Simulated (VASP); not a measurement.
# VASP 6.6.1 run: SiO2

INCAR

```
GGA = CA
NBANDS = 25
LASPH = .TRUE.
EDIFF = 1E-7
LREAL = .FALSE.
ENCUT = 520
NSW = 0
NELM = 120
LWAVE = .FALSE.
SIGMA = 0.01
IBRION = -1
NELECT = 33
ISIF = 2
ISMEAR = 0
LCHARG = .FALSE.
PREC = Accurate
```

KPOINTS

```
KPOINTS created by Atomic Simulation Environment
0
Gamma
8 8 12
0 0 0
```

POSCAR

```
Si O
 1.0000000000000000
     4.1851888035665503    0.0000000000000000   -0.0000000000000000
    -0.0000000000000000    4.1851888035665503   -0.0000000000000000
    -0.0000000000000000   -0.0000000000000000    2.6688398892931899
 Si  O
   2   4
Cartesian
  0.0000000000000000  0.0000000000000000  0.0000000000000000
  2.0925944017832747  2.0925944017832747  1.3344199446465950
  1.2810905169717908  1.2810905169717908 -0.0000000000000000
  0.8115038848114841  3.3736849187550662  1.3344199446465950
  3.3736849187550662  0.8115038848114841  1.3344199446465950
  2.9040982865947589  2.9040982865947589 -0.0000000000000000
```

The recommended LDA PAW datasets give the neutral cell 32 valence electrons.

Command

```
mpirun -np 1 vasp_std
```

OSZICAR

```
N       E                     dE             d eps       ncg     rms          rms(c)
DAV:   1     0.150500876839E+03    0.15050E+03   -0.18023E+04  5274   0.125E+03
DAV:   2    -0.350042493846E+02   -0.18551E+03   -0.17949E+03  6560   0.288E+02
DAV:   3    -0.423435871226E+02   -0.73393E+01   -0.72654E+01  7075   0.542E+01
DAV:   4    -0.423937666739E+02   -0.50180E-01   -0.50125E-01  6067   0.510E+00
DAV:   5    -0.423941776731E+02   -0.41100E-03   -0.41091E-03  7078   0.438E-01    0.197E+01
DAV:   6    -0.368429948724E+02    0.55512E+01   -0.17733E+01  6749   0.282E+01    0.101E+01
DAV:   7    -0.368282485782E+02    0.14746E-01   -0.81178E-01  6444   0.531E+00    0.416E+00
DAV:   8    -0.367899534126E+02    0.38295E-01   -0.43982E-02  6724   0.171E+00    0.107E+00
DAV:   9    -0.367855590881E+02    0.43943E-02   -0.66426E-03  6910   0.550E-01    0.914E-02
DAV:  10    -0.367855881881E+02   -0.29100E-04   -0.37970E-04  6377   0.130E-01    0.452E-02
DAV:  11    -0.367855859956E+02    0.21925E-05   -0.45318E-05  6863   0.491E-02    0.166E-02
DAV:  12    -0.367855858268E+02    0.16878E-06   -0.20974E-06  6434   0.107E-02    0.514E-03
DAV:  13    -0.367855858294E+02   -0.25648E-08   -0.32030E-07  6557   0.405E-03
   1 F= -.36785586E+02 E0= -.36785547E+02  d E =-.768038E-04
```

Standard output (part)

```
POSCAR found type information on POSCAR SiO
 POSCAR found :  2 types and       6 ions
 LDA part: xc-table for (Slater(with rela. corr.)+CA(PZ))
 , standard interpolation
 POSCAR, INCAR and KPOINTS ok, starting setup
 WAVECAR not read
 entering main loop
 the old and the new charge density differ
    0.197E+01
```

From OUTCAR

```
k-points           NKPTS =    105   k-points in BZ     NKDIM =    105   number of bands    NBANDS=     25

   NELECT =      33.0000    total number of electrons

   dimension x,y,z NGX =    32 NGY =   32 NGZ =   20
   dimension x,y,z NGXF=    64 NGYF=   64 NGZF=   40

  energy-cutoff  :      520.00
  volume of cell :       46.75
      direct lattice vectors                 reciprocal lattice vectors
     4.185188804  0.000000000  0.000000000     0.238937847  0.000000000  0.000000000
     0.000000000  4.185188804  0.000000000     0.000000000  0.238937847  0.000000000
     0.000000000  0.000000000  2.668839889     0.000000000  0.000000000  0.374694639

 k-points in reciprocal lattice and weights: KPOINTS created by Atomic Simulation Env
   0.00000000  0.00000000  0.00000000       0.001
   0.12500000  0.00000000  0.00000000       0.005
   0.25000000  0.00000000  0.00000000       0.005
   0.37500000  0.00000000  0.00000000       0.005
   0.50000000  0.00000000  0.00000000       0.003
   0.12500000  0.12500000  0.00000000       0.005
   0.25000000  0.12500000  0.00000000       0.010
   0.37500000  0.12500000  0.00000000       0.010
   ...

 E-fermi :  15.6780

 k-point     1 :       0.0000    0.0000    0.0000
  band No.  band energies     occupation
      1     -14.3289      2.00000
      2     -10.5792      2.00000
      3     -10.5792      2.00000
      4     -10.3031      2.00000
      5      -2.8018      2.00000
      6       1.4597      2.00000
      7       1.5559      2.00000
      8       1.5559      2.00000
      9       2.6757      2.00000
     10       2.9507      2.00000
     11       4.9623      2.00000
     12       4.9623      2.00000
     13       5.6193      2.00000
     14       7.1653      2.00000
     15       7.1653      2.00000
     16       8.0131      2.00000
     17      13.7027      2.00000
     18      14.4537      2.00000
     19      16.3070      0.00000
     20      16.3070      0.00000
     21      18.4157      0.00000
     22      19.5533      0.00000
     23      22.1257      0.00000
     24      22.1257      0.00000
     25      23.2260      0.00000

 k-point     2 :       0.1250    0.0000    0.0000
  band No.  band energies     occupation
      1     -14.2447      2.00000
      2     -11.0441      2.00000
      3     -10.5351      2.00000
      4     -10.0218      2.00000
      5      -2.6968      2.00000
      6       1.0780      2.00000
      7       1.4239      2.00000
      8       1.9464      2.00000
      9       2.7386      2.00000
     10       3.3400      2.00000
     11       4.8068      2.00000
     12       4.9991      2.00000
     13       5.6483      2.00000
     14       6.8101      2.00000
     15       7.1352      2.00000
     16       7.8858      2.00000
     17      13.9584      2.00000
     18      14.5989      2.00000
     19      16.2865      0.00000
     20      16.3596      0.00000
     21      18.7630      0.00000
     22      19.6778      0.00000
     23      21.6614      0.00000
     24      21.7081      0.00000
     25      23.1526      0.00000

 ...

  Total       22.8829063     22.8829063     29.8438309      0.0000000      0.0000000      0.0000000
  in kB      784.2763795    784.2763795   1022.8513499      0.0000000      0.0000000      0.0000000
  external PRESSURE =     863.8013696 kB  Pullay stress =       0.0000000 kB

 POSITION                                       TOTAL-FORCE (eV/Angst)
 -----------------------------------------------------------------------------------
      0.00000      0.00000      0.00000         0.000000     -0.000000     -0.000000
      2.09259      2.09259      1.33442         0.000000     -0.000000     -0.000000
      1.28109      1.28109      0.00000        -0.262514     -0.262514     -0.000000
      0.81150      3.37368      1.33442         0.262514     -0.262514     -0.000000
      3.37368      0.81150      1.33442        -0.262514      0.262514     -0.000000
      2.90410      2.90410      0.00000         0.262514      0.262514      0.000000
 -----------------------------------------------------------------------------------
    total drift:                                0.000000     -0.000000      0.000000

  FREE ENERGIE OF THE ION-ELECTRON SYSTEM (eV)
  ---------------------------------------------------
  free  energy   TOTEN  =       -36.7855858294 eV

  energy  without entropy=      -36.7855090256  energy(sigma->0) =      -36.78554743
```

It converged. Results: pressure 86.4 GPa; largest force 0.37 eV/Å.

The cell is charged and sits in a uniform background.

For comparison, a separate LDA run of the intended cell, on usual settings and not on those above, gives a gap of 5.54 eV on its mesh and a pressure of -4.1 GPa.

The run above took about 50 s on one core of a shared host (Intel Xeon Platinum 8488C) and held 0.2 GiB at most.
